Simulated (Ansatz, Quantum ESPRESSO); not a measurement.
# black phosphorene, 1 layer: the gap on the mesh at a withheld member of a series

**Set-up.** Quantum ESPRESSO 7.5, PBE, SG15 norm-conserving. Cell and atoms are relaxed under PBE (GBRV files) and held. Screened hybrids with norm-conserving files, screening 0.106 per bohr, fixed occupations, a 6×8×1 mesh with exchange on 3×4×1 q points. Levels count from the potential in the middle of the vacuum. The series steps the share of short-range exact exchange (0.25 is HSE06, 0 is PBE).

```tsv
share of short-range exact exchange	gap on the mesh (eV)
0	0.902
0.1	1.172
0.15	1.313
0.2	1.458
0.25	1.607
0.3	1.760
```

To predict: What is the gap on the mesh at 0.4?

**Worked estimate.** The rows at 0.25 and 0.3 give a slope of (1.760 − (1.607))/(0.3 − (0.25)) = 3.06, so a straight line gives 2.066 eV. A parabola through these and the row at 0.2 gives 2.078 eV.

What the calculation gave: 2.076 eV. The line misses by −0.010 and the parabola by +0.002 eV. Both misses are under 5 % of the step from the nearer row.

Caveats: Gaps are those of the mesh; no spin-orbit coupling; the q mesh was not tested; the geometry stays that of PBE.

[Logs are printed without paths, hosts, clocks, repeated set-up lines and the standing remarks that a program may print on its own settings, such as how far it seeks lower states.]
